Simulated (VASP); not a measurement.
# Te2Mo in VASP: notebook

Runs on Te2Mo. Level: PBE. Tasks: single point.

All numbers are computed with VASP 6.6.1; they aren't measurements. Logs are shortened: lines on timing, memory, paths and dates and some standing lists are left out, and cuts for length are marked.

### Step 1. Starting point

The cell holds a slab with vacuum, 3 atoms: a = 3.518 Å, b = 3.518 Å, c = 15.605 Å, α = 90.00°, β = 90.00°, γ = 120.00°.

### Step 2. Single point, PBE

File INCAR:

```
PREC = Accurate
ENCUT = 340
EDIFF = 1E-7
ISMEAR = 0
SIGMA = 0.05
LREAL = F
LASPH = T
NELM = 120
ALGO = Normal
ISIF = 2
LWAVE = F
LCHARG = F
LDIPOL = T
IDIPOL = 3
DIPOL = 0.5 0.5 0.500
GGA = PE
NBANDS = 24
LVHAR = T
LVACPOTAV = T
```

File KPOINTS:

```
regular mesh
0
Gamma
  7 7 1
```

File POSCAR:

```
Te2Mo
1.0
    3.5182000000      0.0000000000      0.0000000000
   -1.7591000000      3.0468505800      0.0000000000
    0.0000000000      0.0000000000     15.6051888000
Te Mo
2 1
Direct
    0.3333333333      0.6666666667      0.3844874982
    0.3333333333      0.6666666667      0.6155125018
    0.6666666667      0.3333333333      0.5000000000
```

Potentials or basis: VASP PAW PBE potentials, release 64 (Te, Mo_sv).

Run with:

```console
$ cat potpaw_PBE.64/Te/POTCAR potpaw_PBE.64/Mo_sv/POTCAR > POTCAR
$ mpirun -np 1 vasp_std > vasp.out
```

OUTCAR:

```text
PREC = Accurate
   ENCUT = 340
   EDIFF = 1E-7
   ISMEAR = 0
   LREAL = F
   LASPH = T
   NELM = 120
   ISIF = 2
   GGA = PE

 Found      8 irreducible k-points:

 Following reciprocal coordinates:
            Coordinates               Weight
  0.000000  0.000000  0.000000      1.000000
  0.142857  0.000000  0.000000      6.000000
  0.285714  0.000000  0.000000      6.000000
  0.428571  0.000000  0.000000      6.000000
  0.142857  0.142857  0.000000      6.000000
  0.285714  0.142857  0.000000     12.000000
   k-points           NKPTS =      8   k-points in BZ     NKDIM =      8   number of bands    NBANDS=     24
   number of dos      NEDOS =    301   number of ions     NIONS =      3
   total plane-waves  NPLWV =  55296
   dimension x,y,z NGX =    24 NGY =   24 NGZ =   96
   dimension x,y,z NGXF=    48 NGYF=   48 NGZF=  192
   ions per type =               2   1
   NGX,Y,Z   is equivalent  to a cutoff of  11.34, 11.34, 10.23 a.u.
   NGXF,Y,Z  is equivalent  to a cutoff of  22.68, 22.68, 20.45 a.u.
 SYSTEM =  unknown system
   PREC   = accura    normal or accurate (medium, high low for compatibility)
   ISTART =      0    job   : 0-new  1-cont  2-samecut
   ICHARG =      2    charge: 1-file 2-atom 10-const
   ISPIN  =      1    spin polarized calculation?
   LNONCOLLINEAR =      F non collinear calculations
   LSORBIT =      F    spin-orbit coupling
   LASPH  =      T    aspherical Exc in radial PAW
   ENCUT  =  340.0 eV  24.99 Ry    5.00 a.u.   5.29  5.29 23.46*2*pi/ulx,y,z
   NELM   =    120;   NELMIN=  2; NELMDL= -5     # of ELM steps
   EDIFF  = 0.1E-06   stopping-criterion for ELM
   LREAL  =      F    real-space projection
   EDIFFG = 0.1E-05   stopping-criterion for IOM
   NSW    =      0    number of steps for IOM
   IBRION =     -1    ionic relax: 0-MD 1-quasi-New 2-CG
   NFREE  =      0    steps in history (QN), initial steepest desc. (CG)
   ISIF   =      2    stress and relaxation
   ISYM   =      2    0-nonsym 1-usesym 2-fastsym
   POTIM  = 0.5000    time-step for ionic-motion
   TEBEG  =    0.0;   TEEND  =   0.0 temperature during run
   PSTRESS=    0.0 pullay stress
   NELECT =      26.0000    total number of electrons
   NUPDOWN=      -1.0000    fix difference up-down
   EMIN   =  10.00;   EMAX   =-10.00  energy-range for DOS
   EFERMI =   0.00;   METHOD = LEGACY
   ISMEAR =     0;   SIGMA  =   0.05  broadening in eV -4-tet -1-fermi 0-gaus
   EFERMI_NEDOS =   21; number of points for ismear=-14 and -15
   IALGO  =     38    algorithm
   IMIX   =      4    mixing-type and parameters
     AMIX     =   0.40;   BMIX     =  1.00
     AMIX_MAG =   1.60;   BMIX_MAG =  1.00
  volume/ion in A,a.u.               =      55.76       376.28
  Fermi-wavevector in a.u.,A,eV,Ry     =   0.880209  1.663353 10.541352  0.774768
  Thomas-Fermi vector in A             =   2.000538
   LORBIT       =      0    0 simple, 1 ext, 2 COOP (PROOUT), +10 PAW based schemes
   GGA     = PE    functional components
   LHFCALC =     F    Hartree Fock is set to
   AEXX    =    0.0000 exact exchange contribution
   IVDW    =     0    specifies the selected vdW correction
   LEPSILON=     F    determine dielectric tensor
   LRPA    =     F    only Hartree local field effects (RPA)
 non-spin polarized calculation
 Gauss-broadening in eV      SIGMA  =   0.05
  energy-cutoff  :      340.00
  volume of cell :      167.28
 maximum number of plane-waves:      2399
 NGX is ok and might be reduce to    24
   NGX = 11   NGY = 11   NGZ = 47

 dipolmoment           0.000000      0.000000     -0.000000 electrons x Angstroem

 number of electron      26.0000008 magnetization

 dipolmoment           0.000000      0.000000      0.000000 electrons x Angstroem

 Free energy of the ion-electron system (eV)
  ---------------------------------------------------
  ext. energy  EPLUGINS =         0.00000000
  ---------------------------------------------------
  free energy    TOTEN  =       -18.00795898 eV

  energy without entropy =      -18.00795898  energy(sigma->0) =      -18.00795898

 E-fermi :   1.0283     XC(G=0):  -5.3713

 val. band max:        0.7419820578   @ k =   0.2857   0.2857   0.0000
 cond. band min:       2.2022343686   @ k =   0.2857   0.2857   0.0000
 fundamental gap:      1.4602523108
 Fermi energy:         1.0282503515

 k-point     1 :       0.0000    0.0000    0.0000
  band No.  band energies     occupation
      1     -59.7442      2.00000
      2     -33.9231      2.00000
      3     -33.7958      2.00000
      4     -33.7958      2.00000
      5     -11.7816      2.00000
      6     -10.8184      2.00000
      7      -4.1326      2.00000
      8      -0.8844      2.00000
      9      -0.7623      2.00000
     10      -0.7623      2.00000
     11       0.0291      2.00000
     12       0.0291      2.00000
     13       0.3806      2.00000
     14       4.0671      0.00000
     15       4.0671      0.00000
     16       4.3599      0.00000
     17       4.3599      0.00000
     18       4.9652      0.00000
     19       5.6438      0.00000
     20       6.7244      0.00000
     21       7.4476      0.00000
     22       9.0553      0.00000
     23       9.5310      0.00000
     24      10.0871      0.00000

 k-point     2 :       0.1429    0.0000    0.0000
  band No.  band energies     occupation
      1     -59.7424      2.00000
      2     -33.9176      2.00000
      3     -33.8210      2.00000
      4     -33.8019      2.00000
      5     -11.4985      2.00000
      6     -10.6222      2.00000
      7      -3.8296      2.00000
      8      -1.3603      2.00000
      9      -1.3462      2.00000
     10      -0.5299      2.00000
     11      -0.3157      2.00000
     12       0.1232      2.00000
     13       0.3381      2.00000
     14       3.1333      0.00000
     15       3.2411      0.00000
     16       3.8051      0.00000
     17       4.2748      0.00000
     18       5.3430      0.00000
     19       5.9856      0.00000
     20       7.1659      0.00000
     21       8.2282      0.00000
     22       9.2246      0.00000
     23       9.2946      0.00000
     24       9.7600      0.00000

 k-point     3 :       0.2857    0.0000    0.0000
  band No.  band energies     occupation
      1     -59.7383      2.00000
      2     -33.9054      2.00000
      3     -33.8758      2.00000
      4     -33.8148      2.00000
      5     -10.7380      2.00000
      6     -10.1008      2.00000
      7      -3.3250      2.00000
      8      -2.5642      2.00000
      9      -2.3903      2.00000
     10      -0.9418      2.00000
     11      -0.4147      2.00000
     12      -0.0252      2.00000
     13       0.0436      2.00000
     14       2.3635      0.00000
     15       2.9166      0.00000
     16       3.3244      0.00000
     17       4.5429      0.00000
     18       6.1465      0.00000
     19       6.8443      0.00000
     20       7.3124      0.00000
     21       7.8133      0.00000
     22       7.8866      0.00000
     23       8.8540      0.00000
     24       9.8875      0.00000

 k-point     4 :       0.4286    0.0000    0.0000
  band No.  band energies     occupation
      1     -59.7350      2.00000
      2     -33.9195      2.00000
      3     -33.8955      2.00000
      4     -33.8252      2.00000
      5      -9.8965      2.00000
      6      -9.5503      2.00000
      7      -4.3518      2.00000
      8      -3.5325      2.00000
      9      -2.4808      2.00000
     10      -1.3543      2.00000
     11      -0.7336      2.00000
     12       0.0315      2.00000
     13       0.5565      2.00000
     14       2.4147      0.00000
     15       2.5865      0.00000
     16       4.0856      0.00000
     17       4.6377      0.00000
     18       5.2893      0.00000
     19       6.8605      0.00000
     20       7.2306      0.00000
     21       7.7751      0.00000
     22       8.3018      0.00000
     23       9.1812      0.00000
     24       9.1927      0.00000

 k-point     5 :       0.1429    0.1429    0.0000
  band No.  band energies     occupation
      1     -59.7394      2.00000
      2     -33.9087      2.00000
      3     -33.8572      2.00000
      4     -33.8148      2.00000
      5     -10.9735      2.00000
      6     -10.2600      2.00000
      7      -3.3561      2.00000
      8      -2.1886      2.00000
      9      -1.8514      2.00000
     10      -1.3016      2.00000
     11      -0.4195      2.00000
     12       0.1871      2.00000
     13       0.2458      2.00000
     14       2.3881      0.00000
     15       2.8752      0.00000
     16       2.9451      0.00000
     17       4.3956      0.00000
     18       5.9444      0.00000
     19       6.6300      0.00000
     20       7.7472      0.00000
     21       8.5821      0.00000
     22       9.0783      0.00000
     23       9.3920      0.00000
     24       9.9147      0.00000

 k-point     6 :       0.2857    0.1429    0.0000
  band No.  band energies     occupation
      1     -59.7357      2.00000
      2     -33.8995      2.00000
      3     -33.8977      2.00000
      4     -33.8330      2.00000
      5     -10.1350      2.00000
      6      -9.6941      2.00000
      7      -3.6871      2.00000
      8      -3.0167      2.00000
      9      -2.4357      2.00000
     10      -1.7366      2.00000
     11      -0.9128      2.00000
     12      -0.3646      2.00000
     13       0.4836      2.00000
     14       2.2625      0.00000
     15       2.6388      0.00000
     16       3.2611      0.00000
     17       4.4401      0.00000
     18       6.5066      0.00000
     19       7.1170      0.00000
     20       7.5035      0.00000
     21       8.5546      0.00000
     22       8.8124      0.00000
     23       9.1039      0.00000
     24       9.5544      0.00000

 [... further k-points ...]

------------------------ aborting loop because EDIFF is reached ----------------------------------------

  FORCE on cell =-STRESS in cart. coord.  units (eV):
  Direction    XX          YY          ZZ          XY          YZ          ZX
  --------------------------------------------------------------------------------------
  -------------------------------------------------------------------------------------
  Total        0.9389959      0.9389959      0.8403281      0.0000000     -0.0000000      0.0000000
  in kB        8.9936004      8.9936005      8.0485706      0.0000000     -0.0000000      0.0000000
  external PRESSURE =       8.6785905 kB  Pullay stress =       0.0000000 kB

 VOLUME and BASIS-vectors are now :
 -----------------------------------------------------------------------------
  energy-cutoff  :      340.00
  volume of cell :      167.28
      direct lattice vectors                 reciprocal lattice vectors
     3.518200000  0.000000000  0.000000000     0.284236257  0.164103879  0.000000000
    -1.759100000  3.046850580  0.000000000     0.000000000  0.328207759  0.000000000
     0.000000000  0.000000000 15.605188800     0.000000000  0.000000000  0.064081250

 POSITION                                       TOTAL-FORCE (eV/Angst)
 -----------------------------------------------------------------------------------
     -0.00000      2.03123      6.00000         0.000000     -0.000000     -0.281722
     -0.00000      2.03123      9.60519         0.000000     -0.000000      0.281722
      1.75910      1.01562      7.80259        -0.000000      0.000000      0.000000
 -----------------------------------------------------------------------------------
    total drift:                               -0.000000      0.000000      0.000000

  FREE ENERGIE OF THE ION-ELECTRON SYSTEM (eV)
  ---------------------------------------------------
  free  energy   TOTEN  =       -18.0079589760 eV

  energy  without entropy=      -18.0079589760  energy(sigma->0) =      -18.00795898

 vacuum level on the upper side and lower side of the slab         5.761         5.761
```

Run time: 13 s. Hardware: 1 thread of Intel Xeon 6975P-C (Granite Rapids), shared host; peak memory 0.22 GiB.

These settings aren't checked as converged: the numbers below hold their error.

Results:

```
Free energy                            : -18.0080 eV
Largest force                          : 0.282 eV/Å
Band gap on the k mesh                 : 1.46 eV, direct
Ionisation potential of the upper face : 5.02 eV
```

Caveat: spin-orbit coupling is left out, which moves the levels of the heavy elements.

### Step 3. Single point, PBE

INCAR, as its differences from that of step 2:

```diff
@@ -1,3 +1,3 @@
 PREC = Accurate
-ENCUT = 340
+ENCUT = 400
 EDIFF = 1E-7
```

KPOINTS is that of step 2.

POSCAR is that of step 2.

Potentials or basis: VASP PAW PBE potentials, release 64 (Te, Mo_sv).

Run with:

```console
$ cat potpaw_PBE.64/Te/POTCAR potpaw_PBE.64/Mo_sv/POTCAR > POTCAR
$ mpirun -np 1 vasp_std > vasp.out
```

It took 17 s on 1 thread of Intel Xeon 6975P-C (Granite Rapids), shared host; peak memory 0.23 GiB.

These settings aren't checked as converged: the numbers below hold their error.

Results:

```yaml
Free_energy: -18.0099 eV
Largest_force: 0.277 eV/Å
Band_gap_on_the_k_mesh: 1.46 eV, direct
Ionisation_potential_of_the_upper_face: 5.02 eV
```

Caveat: spin-orbit coupling is left out, which moves the levels of the heavy elements.

### Step 4. Single point, PBE

This run uses another cell than the first one, of 48.61 Å³/atom, 0.872 times its volume.

File INCAR:

```
PREC = Accurate
ENCUT = 460
EDIFF = 1E-7
ISMEAR = 0
SIGMA = 0.05
LREAL = F
LASPH = T
NELM = 120
ALGO = Normal
ISIF = 2
LWAVE = F
LCHARG = F
GGA = PE
NBANDS = 24
LVHAR = T
LVACPOTAV = T
IDIPOL = 3
```

KPOINTS is that of step 3.

File POSCAR:

```
Te2Mo
1.0
    3.5182000000      0.0000000000      0.0000000000
   -1.7591000000      3.0468505800      0.0000000000
    0.0000000000      0.0000000000     13.6051888000
Te Mo
2 1
Direct
    0.3333333333      0.6666666667      0.3675068442
    0.3333333333      0.6666666667      0.6324931558
    0.6666666667      0.3333333333      0.5000000000
```

Run with:

```console
$ cat potpaw_PBE.64/Te/POTCAR potpaw_PBE.64/Mo_sv/POTCAR > POTCAR
$ mpirun -np 1 vasp_std > vasp.out
```

Wall time 19 s (1 thread of Intel Xeon 6975P-C (Granite Rapids), shared host); peak memory 0.25 GiB.

The run converged, but some of its settings lie outside the range that counts as converged, so its numbers aren't taken as properties of the slab.

Results:

```yaml
Free_energy: -18.0114 eV
Largest_force: 0.276 eV/Å
Band_gap_on_the_k_mesh: 1.46 eV, direct
```

Caveat: spin-orbit coupling is left out, which moves the levels of the heavy elements.
